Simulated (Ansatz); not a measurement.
**Al: energy along a strain**

Al, Fm-3m, a = 3.983 Å. Ansatz: PBE+D3(BJ), PAW, 420 eV, Γ-centred 26×26×26 mesh on 1 atom, Gaussian smearing 0.15 eV; no spin polarisation. Cell vectors (Å): 0.000 1.991 1.991; 1.991 0.000 1.991; 1.991 1.991 0.000. The cell is strained by x per cent times the pattern (0 0 1 0 0 0) in the order xx yy zz yz xz xy (engineering shears), with fractional coordinates held. y is the free energy over the start, V0 = 15.794 Å³/atom. Points with a strain past 8.5 % were computed too (3) and aren't used here.

| x (%) | y (meV/atom) |
| --- | --- |
| -7.50 | 44.43 |
| -5.00 | 18.98 |
| -2.50 | 4.57 |
| 0.00 | 0.00 |
| 2.50 | ? |
| 5.00 | 14.91 |
| 7.50 | 31.09 |

Q: Fit y = c2 x² + c3 x³ to the other rows, get the stiffness along the pattern, and predict the missing energy.

A: Least squares on the rows shown. y = 0.67246 x² − 0.015853 x³. The clamped-ion stiffness p·C·p = 2 × 6.725 eV × 160.2 / 15.794 Å³ = 136 GPa, which is C33 in these axes (C11 of the cubic crystal). At x = 2.50 the fit asked for gives 3.96 meV/atom. The run gave 3.88 meV/atom, so the fit is 0.08 meV/atom too high, within the rms miss on the fitted rows (0.11 meV/atom).